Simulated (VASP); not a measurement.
**Ni: relaxation of cell and atoms with PBE**

Crystal: Ni.

```
Ni
1.0
     0.00000    1.76194    1.76194
     1.76194    0.00000    1.76194
     1.76194    1.76194    0.00000
Ni
1
Direct
  0.00000 0.00000 0.00000
```

```
Program                : VASP 6.6.1
Task                   : relaxation of cell and atoms
Functional             : PBE
Potentials or basis    : VASP PAW PBE potentials, release 64 (Ni)
Cutoff                 : 350 eV
k mesh                 : 20 × 20 × 20
Occupations            : gaussian, width 0.1 eV
Spin                   : collinear spin, ferromagnetic start
Starting moments       : [0.8] μB
Further INCAR settings : ALGO = Fast; EDIFF = 1e-07; IBRION = 2; EDIFFG = -0.002; NSW = 80; ISIF = 3
```

```
Relaxed volume                                        : 10.86 Å³/atom
Relaxed cell                                          : a = 2.486 Å, b = 2.486 Å, c = 2.486 Å, α = 60.00°, β = 60.00°, γ = 60.00°
Space group after relaxing (to 0.05 Å)                : Fm-3m (No. 225)
Energy gained by relaxing                             : 0.4 meV/atom
Ionic steps                                           : 8
Pressure after relaxing                               : 0.0 GPa
Band gap on the k mesh                                : none (metal or under the smearing width)
Net moment                                            : 0.63 μB per cell
Site moments                                          : Ni +0.64 μB
Valence electrons inside the program's atomic spheres : Ni 9.30
```

The path:
```
step  energy change (eV)  largest force (eV/Å)  pressure (GPa)  volume (Å³)
   1              0.0000                0.0000           -1.40        10.94
   2             -0.0001                0.0000            1.33        10.79
   3             -0.0004                0.0000           -0.05        10.86
   4             -0.0004                0.0000            0.12        10.86
   5             -0.0004                0.0000           -0.09        10.87
   6             -0.0004                0.0000            0.04        10.86
   7             -0.0004                0.0000           -0.10        10.86
   8             -0.0004                0.0000           -0.01        10.86
```

Final structure:
```
Ni
1.0
     0.00000    1.75782    1.75782
     1.75782    0.00000    1.75782
     1.75782    1.75782    0.00000
Ni
1
Direct
  0.00000 0.00000 0.00000
```

Levels at points of the mesh, in eV from the Fermi level:
Spin up:
```
           k point  band 1  band 2  band 3  band 4  band 5  band 6  band 7  band 8  band 9
(0.00, 0.00, 0.00)   -9.03   -2.45   -2.45   -2.45   -1.26   -1.26   23.73   27.60   27.60
(0.50, 0.00, 0.00)   -4.85   -2.42   -2.42   -0.61   -0.61   -0.31    5.66   22.22   24.69
(0.50, 0.50, 0.00)   -4.66   -4.21   -0.55   -0.48   -0.48    2.44    9.23   14.83   14.83
```
Spin down:
| k point | band 1 | band 2 | band 3 | band 4 | band 5 | band 6 | band 7 | band 8 | band 9 |
| --- | --- | --- | --- | --- | --- | --- | --- | --- | --- |
| (0.00, 0.00, 0.00) | -9.07 | -1.69 | -1.69 | -1.69 | -0.68 | -0.68 | 23.56 | 27.58 | 27.58 |
| (0.50, 0.00, 0.00) | -4.42 | -1.81 | -1.81 | -0.37 | 0.15 | 0.15 | 6.09 | 22.08 | 24.77 |
| (0.50, 0.50, 0.00) | -4.32 | -3.59 | 0.06 | 0.39 | 0.39 | 2.40 | 9.47 | 14.84 | 14.84 |

Wall time 53 s on 1 thread of Intel(R) Xeon(R) Platinum 8559C (Emerald Rapids) (shared host), peak memory 0.15 GiB.
